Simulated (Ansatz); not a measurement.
GaP:

```xyz
2
Lattice="3.4567 0.0000 0.0000 0.0000 3.4567 0.0000 0.0000 0.0000 2.8026" Properties=species:S:1:pos:R:3 pbc="T T T"
Ga    0.0000    0.0000    0.0000
P     1.7283    1.7283    1.4013
```

The cell was built by a generator and needn't be a form met in nature.

| Item | Value |
| --- | --- |
| Program | Ansatz 0.2.0 |
| Task | relaxation of cell and atoms |
| Functional | HSE06 |
| Potentials or basis | Ansatz PAW |
| Cutoff | 420 eV (not typed: the program's choice for these potentials) |
| k mesh | 4 × 4 × 5 |
| Occupations | fermi-dirac, width 0.05 eV |
| Spin | no spin polarisation |

At the start: volume 16.74 Å³/atom.

How do energy, volume and symmetry change on relaxing?

It ends after 9 steps and the volume is 16.19 Å³/atom (-3.3 %); space group P4/mmm (No. 123, to 0.05 Å).

Step by step:
| step | energy change (eV) | largest force (eV/Å) | volume (Å³) |
| --- | --- | --- | --- |
| 1 | 0.0000 | 0.0000 | 33.49 |
| 2 | -0.1785 | 0.0000 | 32.77 |
| 3 | -0.1876 | 0.0000 | 32.42 |
| 4 | -0.1884 | 0.0000 | 32.43 |
| 5 | -0.1884 | 0.0000 | 32.38 |
| 6 | -0.1885 | 0.0000 | 32.37 |
| 7 | -0.1880 | 0.0000 | 32.37 |
| 8 | -0.1880 | 0.0000 | 32.38 |
| 9 | -0.1880 | 0.0000 | 32.38 |

Final structure:
```
Ga P
1.0
     3.28736    0.00000    0.00000
     0.00000    3.28736    0.00000
     0.00000    0.00000    2.99582
Ga P
1 1
Direct
  0.00000 0.00000 0.00000
  0.50000 0.50000 0.50000
```

Caveat: the k mesh is coarse (spacing up to 0.45 Å⁻¹), so the values aren't converged, least of all with exact exchange; the plane-wave basis is chosen anew once the cell has moved, so the energies of steps on either side of that aren't comparable; the PAW data sets come from PBE, with cores solved anew for the run's functional, which leaves a small shift of forces and pressure.
